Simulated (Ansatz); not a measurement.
# CoSi2 (P1) in Ansatz: convergence with smearing width

Aim: find how far smearing width must go before the results for CoSi2 settle, at r2SCAN. This setting moves, with any that are tied to it; all else stays.

All numbers are computed with Ansatz 0.2.0; they aren't measurements. Logs are shortened: lines on timing, memory, paths and dates and some standing lists are left out, and cuts for length are marked.

## Step 1: The cell of the first run

The typed cell holds 3 atoms: a = 3.787 Å, b = 3.787 Å, c = 3.787 Å, α = 60.00°, β = 60.00°, γ = 60.00°.

The cell isn't the ideal one: atoms moved at random, drawn with an rms of 0.05 Å.

## Step 2: With smearing width 0.3 eV

Contents of input.yaml:

```yaml
crystal:
  lattice:
    - [0.0, 2.678, 2.678]
    - [2.678, 0.0, 2.678]
    - [2.678, 2.678, 0.0]
  atoms:
    - { symbol: Co, position: [0.004716, -0.004592, 0.004402], spin: 2.0 }
    - { symbol: Si, position: [0.749951, 0.747362, 0.754876] }
    - { symbol: Si, position: [0.256657, 0.246427, 0.253465] }
hamiltonian:
  xc: r2scan
  pseudopotentials: { kind: paw }
magnetization:
  spin_polarized: true
kpoints:
  mp_grid: { grid: [6, 6, 6] }
scf:
  occupations: { method: fermi_dirac, width: 0.3 }
output:
  forces: true
  stress: true
  eigenvalues: true
```

Potentials or basis: Ansatz PAW.

The run is started by

```bash
ansatz run input.yaml --threads 2 --pin off --max-ram 5632MiB --backend cpu --events-out ev --progress --plain --runs-dir out
```

Run time: 44 s. Hardware: 2 threads of Intel Xeon Platinum 8259CL at 2.50GHz (Skylake/Cascade Lake), shared host; peak memory 0.65 GiB.

Results:

| Quantity | Value |
| --- | --- |
| Free energy | -6411.0342 eV |
| Pressure | -3.4 GPa |
| Largest force | 0.146 eV/Å |
| Band gap on the k mesh | none (metal or under the smearing width) |
| Net moment | 0.00 μB per cell |
| Absolute moment | 0.00 μB per cell |

## Step 3: With smearing width 0.2 eV

input.yaml, as its differences from that of step 2:

```diff
@@ -17,3 +17,3 @@
 scf:
-  occupations: { method: fermi_dirac, width: 0.3 }
+  occupations: { method: fermi_dirac, width: 0.2 }
 output:
```

Potentials or basis: Ansatz PAW.

The run is started by

```bash
ansatz run input.yaml --threads 2 --pin off --max-ram 5632MiB --backend cpu --events-out ev --progress --plain --runs-dir out
```

It took 51 s on 2 threads of Intel Xeon Platinum 8259CL at 2.50GHz (Skylake/Cascade Lake), shared host; peak memory 0.67 GiB.

Results:

```yaml
Free_energy: -6410.9433 eV
Pressure: -3.9 GPa
Largest_force: 0.145 eV/Å
Band_gap_on_the_k_mesh: none (metal or under the smearing width)
Net_moment: 0.00 μB per cell
Absolute_moment: 0.00 μB per cell
```

## Step 4: With smearing width 0.15 eV

input.yaml, as its differences from that of step 3:

```diff
@@ -17,3 +17,3 @@
 scf:
-  occupations: { method: fermi_dirac, width: 0.2 }
+  occupations: { method: fermi_dirac, width: 0.15 }
 output:
```

The run is started by

```bash
ansatz run input.yaml --threads 2 --pin off --max-ram 5632MiB --backend cpu --events-out ev --progress --plain --runs-dir out
```

It took 38 s on 2 threads of Intel Xeon Platinum 8259CL at 2.50GHz (Skylake/Cascade Lake), shared host; peak memory 0.64 GiB.

Results:

- Free energy: -6410.9115 eV
- Pressure: -4.0 GPa
- Largest force: 0.146 eV/Å
- Band gap on the k mesh: none (metal or under the smearing width)
- Net moment: 0.00 μB per cell
- Absolute moment: 0.00 μB per cell

## Step 5: With smearing width 0.1 eV

input.yaml, as its differences from that of step 4:

```diff
@@ -17,3 +17,3 @@
 scf:
-  occupations: { method: fermi_dirac, width: 0.15 }
+  occupations: { method: fermi_dirac, width: 0.1 }
 output:
```

The run is started by

```bash
ansatz run input.yaml --threads 2 --pin off --max-ram 5632MiB --backend cpu --events-out ev --progress --plain --runs-dir out
```

It took 40 s on 2 threads of Intel Xeon Platinum 8259CL at 2.50GHz (Skylake/Cascade Lake), shared host; peak memory 0.67 GiB.

What came out:

```yaml
Free_energy: -6410.8891 eV
Pressure: -4.2 GPa
Largest_force: 0.147 eV/Å
Band_gap_on_the_k_mesh: none (metal or under the smearing width)
Net_moment: 0.00 μB per cell
Absolute_moment: 0.00 μB per cell
```

## Step 6: With smearing width 0.05 eV

input.yaml, as its differences from that of step 5:

```diff
@@ -17,3 +17,3 @@
 scf:
-  occupations: { method: fermi_dirac, width: 0.1 }
+  occupations: { method: fermi_dirac, width: 0.05 }
 output:
```

Potentials or basis: Ansatz PAW.

The run is started by

```bash
ansatz run input.yaml --threads 2 --pin off --max-ram 5632MiB --backend cpu --events-out ev --progress --plain --runs-dir out
```

Run time: 40 s. Hardware: 2 threads of Intel Xeon Platinum 8259CL at 2.50GHz (Skylake/Cascade Lake), shared host; peak memory 0.67 GiB.

It converged, with:

```yaml
Free_energy: -6410.8757 eV
Pressure: -4.3 GPa
Largest_force: 0.143 eV/Å
Band_gap_on_the_k_mesh: none (metal or under the smearing width)
Net_moment: 0.00 μB per cell
Absolute_moment: 0.00 μB per cell
```

## Step 7: With smearing width 0.025 eV

input.yaml, as its differences from that of step 6:

```diff
@@ -17,3 +17,3 @@
 scf:
-  occupations: { method: fermi_dirac, width: 0.05 }
+  occupations: { method: fermi_dirac, width: 0.025 }
 output:
```

The run is started by

```bash
ansatz run input.yaml --threads 2 --pin off --max-ram 5632MiB --backend cpu --events-out ev --progress --plain --runs-dir out
```

Run time: 52 s. Hardware: 2 threads of Intel Xeon Platinum 8259CL at 2.50GHz (Skylake/Cascade Lake), shared host; peak memory 0.66 GiB.

Results (log left out):

* Free energy: -6410.8715 eV
* Pressure: -4.3 GPa
* Largest force: 0.129 eV/Å
* Band gap on the k mesh: none (metal or under the smearing width)
* Net moment: 0.00 μB per cell
* Absolute moment: 0.00 μB per cell

## Step 8: With smearing width 0.01 eV

input.yaml, as its differences from that of step 7:

```diff
@@ -17,3 +17,3 @@
 scf:
-  occupations: { method: fermi_dirac, width: 0.025 }
+  occupations: { method: fermi_dirac, width: 0.01 }
 output:
```

The run is started by

```bash
ansatz run input.yaml --threads 2 --pin off --max-ram 5632MiB --backend cpu --events-out ev --progress --plain --runs-dir out
```

Run time: 49 s. Hardware: 2 threads of Intel Xeon Platinum 8259CL at 2.50GHz (Skylake/Cascade Lake), shared host; peak memory 0.67 GiB.

It converged, with:

| Property | Result |
| --- | --- |
| Free energy | -6410.8697 eV |
| Pressure | -4.3 GPa |
| Largest force | 0.111 eV/Å |
| Band gap on the k mesh | none (metal or under the smearing width) |
| Net moment | -0.05 μB per cell |
| Absolute moment | 0.05 μB per cell |
| Site moments | Co -0.02; Si -0.00 μB |

## Step 9: With smearing width 0.005 eV

input.yaml, as its differences from that of step 8:

```diff
@@ -17,3 +17,3 @@
 scf:
-  occupations: { method: fermi_dirac, width: 0.01 }
+  occupations: { method: fermi_dirac, width: 0.005 }
 output:
```

Potentials or basis: Ansatz PAW.

The run is started by

```bash
ansatz run input.yaml --threads 2 --pin off --max-ram 5632MiB --backend cpu --events-out ev --progress --plain --runs-dir out
```

Standard output:

```text
Warning: RAYON_NUM_THREADS=2 ignored (pool sized by the plan → 2); use --threads N
Engine: ansatz 0.2.0, x86_64-unknown-linux-gnu
Pseudopotentials: kind: paw
Pseudopotential: Co, paw, valence charge 17, recommended cutoff 500 eV (meta_gga), Co.paw.azcp
Pseudopotential: Si, paw, valence charge 4, recommended cutoff 500 eV (meta_gga), Si.paw.azcp
Functional definition: r2SCAN
  parameter k0 = 0.174
  parameter k1 = 0.065
  parameter a1 = 4.9479
  exchange = r2scan_x(k0 = k0, k1 = k1, a1 = a1)
  correlation = r2scan_c
Crystal: 3 atoms, lattice volume = 38.412 Å³
Basis set: ecut = 500 eV, 941 PW (Γ), exchange–correlation on 120×120×120 points (64 copies of the dense FFT grid, shifted against one another)
Bands: 18, of which v1, the nominal top of the filled ones, is band 13 counted from 1 (12 counted from 0)
Symmetry: 1 space group operations
Space group: P1 (ITA 1), of the structure as read, at distance tolerance 3.4e-5 Å
Magnetic group: BNS 1.1 (UNI 1), of the structure as read, at distance tolerance 3.4e-5 Å
k-points: 112 of 216 (time reversal used)
Non-local potential: Co, projectors of the file, l = 0: 3, l = 1: 2, l = 2: 3, l = 3: 1
Non-local potential: Si, projectors of the file, l = 0: 2, l = 1: 2, l = 2: 2
PAW form: soft (Blöchl's): semilocal exchange-correlation on the pseudo side does not see the compensation charge
PAW frozen core: Co, regenerated for the run's functional (the file was generated under x = pbe(κ = 0.804, μ = 0.2195149727645171), c = pbe(β = 0.06672455060314922))
PAW frozen core: Si, regenerated for the run's functional (the file was generated under x = pbe(κ = 0.804, μ = 0.2195149727645171), c = pbe(β = 0.06672455060314922))
PAW one-centre angular grid: Co, 590 points (default); XC on 160 Gauss nodes
PAW one-centre angular grid: Si, 302 points (default); XC on 160 Gauss nodes
Initial density: superposition of atomic densities (chi_scale 0.1, normalization cell)
Starting moments: Σ|m| = 2 μB on 1 of 3 sites
Initial wavefunctions: pseudopotential atomic-orbital guess
Functional: x = r2scan, c = r2scan; τ floored in thin density (d = 2e-4 eV/Å³)
SCF iter   1: F=—  HF=-6407.916871 eV  |F-HF|=—  |Δ(HF+E_count)|=         —  Δρ=7.52e-2 (↑7.52e-2 ↓3.67e-2)  dr2=1.20e0  dr2_τ=2.44e-2  dr2_m=8.10e-1  M=0.818 μB ∫|m|=1.567 μB  β_m=0.51  ethr=3.10e-3  ⟨swp⟩=6.1  Hψ=21677  notcnv=0
Mixer restart at iter 1: flushing history
preconditioner: auto → none  [insulator: Δε(μ)=0.046 eV  Ē_g=9.511 eV  σ=0.005 eV  W_gap=0.55  n_scr=14 (ndim 8)  ℏωp=24.7 eV  f_vac=0.000  D(μ)=6.77/eV (n_scr^D=112)  ε∞_Penn≈7.7]
SCF iter   2: F=—  HF=-6408.167100 eV  |F-HF|=—  |Δ(HF+E_count)|=   2.50e-1  Δρ=5.52e-2 (↑2.64e-2 ↓5.52e-2)  dr2=9.75e-1  dr2_τ=1.40e-2  dr2_m=4.74e-1  M=0.657 μB ∫|m|=1.369 μB  β_m=0.54  ethr=3.10e-3  ⟨swp⟩=2.7  Hψ=8978  notcnv=0  defer=257  κ⁻¹=1.0e0(r=1)
preconditioner: auto → Kerker (q_TF=auto, 2.540 Å⁻¹)  [metal: Δε(μ)=0.003 eV  Ē_g=9.461 eV  σ=0.005 eV  W_gap=0.13  n_scr=14 (ndim 8)  ℏωp=24.7 eV  f_vac=0.000  D(μ)=4.93/eV (n_scr^D=64)]
spin=Collinear: Kerker preconditioning applied to the charge; magnetization (m = ρ↑ − ρ↓) channel mixes plain (no charge-response kernel on spin).
[... 16 lines left out ...]
SCF iter  18: F=—  HF=-6410.869399 eV  |F-HF|=—  |Δ(HF+E_count)|=   2.44e-6  Δρ=7.17e-6 (↑7.17e-6 ↓6.54e-6)  dr2=5.48e-8  dr2_τ=4.02e-10  dr2_m=3.67e-10  M=-0.051 μB ∫|m|=0.051 μB  β_m=1.00  ethr=1.14e-9  ⟨swp⟩=2.0  Hψ=6842  notcnv=0  defer=270  κ⁻¹=9.2e-7(r=8)
SCF iter  19: F=—  HF=-6410.869399 eV  |F-HF|=—  |Δ(HF+E_count)|=   2.22e-7  Δρ=5.44e-6 (↑5.17e-6 ↓5.44e-6)  dr2=2.86e-8  dr2_τ=8.24e-11  dr2_m=2.37e-10  M=-0.050 μB ∫|m|=0.051 μB  β_m=1.00  ethr=2.19e-10  ⟨swp⟩=2.1  Hψ=6881  notcnv=0  defer=270  κ⁻¹=3.1e-7(r=8)
SCF iter  20: F=—  HF=-6410.869399 eV  |F-HF|=—  |Δ(HF+E_count)|=   2.16e-8  Δρ=2.22e-6 (↑1.75e-6 ↓2.22e-6)  dr2=3.82e-9  dr2_τ=4.31e-11  dr2_m=8.73e-11  M=-0.050 μB ∫|m|=0.051 μB  β_m=1.00  ethr=1.14e-10  ⟨swp⟩=2.0  Hψ=6369  notcnv=0  defer=270  κ⁻¹=4.8e-6(r=8)
SCF iter  21: F=—  HF=-6410.869399 eV  |F-HF|=—  |Δ(HF+E_count)|=   4.55e-9  Δρ=6.01e-6 (↑5.30e-6 ↓6.01e-6)  dr2=3.66e-8  dr2_τ=6.32e-11  dr2_m=4.82e-11  M=-0.050 μB ∫|m|=0.051 μB  β_m=1.00  ethr=1.53e-11  ⟨swp⟩=6.8  Hψ=17631  notcnv=0  κ⁻¹=2.4e-6(r=8)
SCF iter  22: F=-6410.869399 eV  HF=-6410.869399 eV  |F-HF|=2.02e-9  |Δ(HF+E_count)|=   2.28e-9  Δρ=1.55e-6 (↑1.41e-6 ↓1.55e-6)  dr2=2.44e-9  dr2_τ=7.29e-12  dr2_m=6.65e-12  M=-0.050 μB ∫|m|=0.051 μB  ethr=1.53e-11  ⟨swp⟩=3.1  Hψ=10543  notcnv=0
SCF 1 converged in 22 iterations: F = -6410.869399 eV  dr2 = 2.44e-9
this state was not tested for a lower state beside it, because the mixer in use, unlike msr1, does not test its closes by its own steps (another_mixer; see scf.mixing.algorithm and scf.lower_state_search)
SCF converged after 22 iterations
Magnetization: -0.0505 μB (12.4748 up, 12.5252 down)
Absolute magnetization: 0.0513 μB (∫|ρ↑−ρ↓|, with the PAW one-centre terms)
Spin contamination: 0.0000 ħ² per cell (⟨S²⟩ above its minimum at these occupations)
Per-site moments (μB) at R_I (Å): [(-0.0238794208230717, 0.950599770125817), (-0.005275253855777471, 0.950599770125817), (-0.005322322943082228, 0.954203773121831)]
Free energy (F): -6410.869399 eV
Harris-Foulkes:  -6410.869399 eV  (|F-HF|=2.02e-9)
Internal energy: -6410.869179 eV  (E = F + TS)
E sigma→0 (E₀):  -6410.869289 eV
Entropy (-TS):   -0.000220 eV (-0.073 meV/atom)
Fermi energy:    12.902300 eV
--- Per-component energies (eV) ---
  E_band       = -308.362200
  E_kinetic    = 548.467231
  E_local      = -4100.870586  (includes V_loc(G=0)·N_el)
  E_nonlocal   = 501.636580
  E_hartree    = 1787.944621
  E_xc         = -265.233963
  E_vxc        = -337.313956  (∫ρ·V_xc dr)
  E_paw        = -2563.900907  (= ΣΔE_a)
  E_vpaw       = -515.760418  (= ΣTr[D̂ρ^β])
  E_aug_tail   = 0.000051  (compensation charges beyond the density's cutoff)
  E_vtau       = 19.585481  (kinetic-family band-sum trace: ∫τ·v_τ [+ j·A + Jᵃ·Aᵃ] dr)
  E_ewald      = -2318.464135
  E_core_change = -0.448072  (= ΣΔE_core)
  E_smearing   = -0.000220  (= −TS)
  E_closure    = -0.000000  (closes the sum)
  Σ components = -6410.869399   (vs F -6410.869399, Δ=0.00e0)
--- Forces (eV/Å), atoms counted from 1 ---
  atom   1  Co     0.04082777    -0.05262907     0.00060449
  atom   2  Si    -0.05419480     0.07277400     0.05022948
  atom   3  Si     0.01336676    -0.02014479    -0.05083415
  max |Σ_I F_I| component: 2.65e-7 eV/Å
--- Stress (GPa, compression-positive) ---
       -4.268696      -0.645976      -0.588175
       -0.645976      -4.296898       0.225231
       -0.588175       0.225231      -4.313831
  P = ⅓ Tr σ = -4.2931 GPa (-42.931 kbar)
--- Band table (eV; the first three rows and the last of 224) ---
  k-point 0 ↑: bands = ["-85.3890", "-47.2574", "-47.2519", "-47.2498", "-1.0046", "8.5273", "8.5436", "8.5529", "10.7988", "10.8001", "14.0383", "16.3045", "16.3746", "16.4054", "16.4469", "16.4509", "16.4601", "18.8817"]
  k-point 1 ↑: bands = ["-85.3890", "-47.2576", "-47.2523", "-47.2500", "-0.5613", "7.5525", "8.6832", "8.6944", "10.6940", "10.6978", "13.0625", "14.7988", "14.8799", "15.0105", "17.3711", "17.4043", "18.2766", "18.6875"]
  k-point 2 ↑: bands = ["-85.3890", "-47.2580", "-47.2533", "-47.2504", "0.7314", "5.3071", "8.9541", "8.9759", "10.7243", "10.7471", "11.1883", "13.2092", "13.3120", "15.8373", "16.6131", "16.6903", "17.6062", "21.2108"]
  k-point 111 ↓: bands = ["-85.4200", "-47.2904", "-47.2834", "-47.2819", "2.4355", "3.1264", "9.0063", "9.0432", "10.6050", "11.0959", "11.1115", "12.1912", "12.2981", "15.9057", "16.3766", "16.4417", "17.5608", "23.6274"]
```

Run time: 59 s. Hardware: 2 threads of Intel Xeon Platinum 8259CL at 2.50GHz (Skylake/Cascade Lake), shared host; peak memory 0.66 GiB.

Results:

- Free energy: -6410.8694 eV
- Pressure: -4.3 GPa
- Largest force: 0.104 eV/Å
- Band gap on the k mesh: none (metal or under the smearing width)
- Net moment: -0.05 μB per cell
- Absolute moment: 0.05 μB per cell
- Site moments: Co -0.02; Si -0.01 μB

## Step 10: Summary

| smearing width | energy less the tightest run, at zero smearing (meV/atom) | pressure (GPa) | largest force (eV/Å) | absolute moment (μB) | SCF cycles | CPU time (s) | peak memory (GiB) |
| --- | --- | --- | --- | --- | --- | --- | --- |
| 0.3 eV | -0.42 | -3.36 | 0.146 | 0.00 | 20 | 82 | 0.65 |
| 0.2 eV | -0.41 | -3.86 | 0.145 | 0.00 | 21 | 93 | 0.67 |
| 0.15 eV | -0.51 | -4.04 | 0.146 | 0.00 | 19 | 70 | 0.64 |
| 0.1 eV | -0.74 | -4.19 | 0.147 | 0.00 | 20 | 74 | 0.67 |
| 0.05 eV | -0.51 | -4.27 | 0.143 | 0.00 | 19 | 75 | 0.67 |
| 0.025 eV | -0.17 | -4.29 | 0.129 | 0.00 | 20 | 96 | 0.66 |
| 0.01 eV | 0.00 | -4.29 | 0.111 | 0.05 | 25 | 93 | 0.67 |
| 0.005 eV | 0.00 | -4.29 | 0.104 | 0.05 | 22 | 110 | 0.66 |

Against the tightest run, the energy stays within 1 meV/atom from 0.3 eV on; the pressure stays within 0.1 GPa from 0.05 eV on; the absolute moment stays within 0.02 μB from 0.01 eV on. Not settled before the last step: the largest force (to 0.005 eV/Å). Narrower smearing needs a denser k mesh, so at a fixed mesh the narrowest width isn't the most accurate. The tightest run that finished is the yardstick and may itself not be fully converged.

Caveats: the magnetic or orbital state may not be the lowest; the starting moments collapsed, and a magnetic state may lie lower; the PAW data sets come from PBE, with cores solved anew for the run's functional, which leaves a small shift of forces and pressure; the starting moments weren't kept.
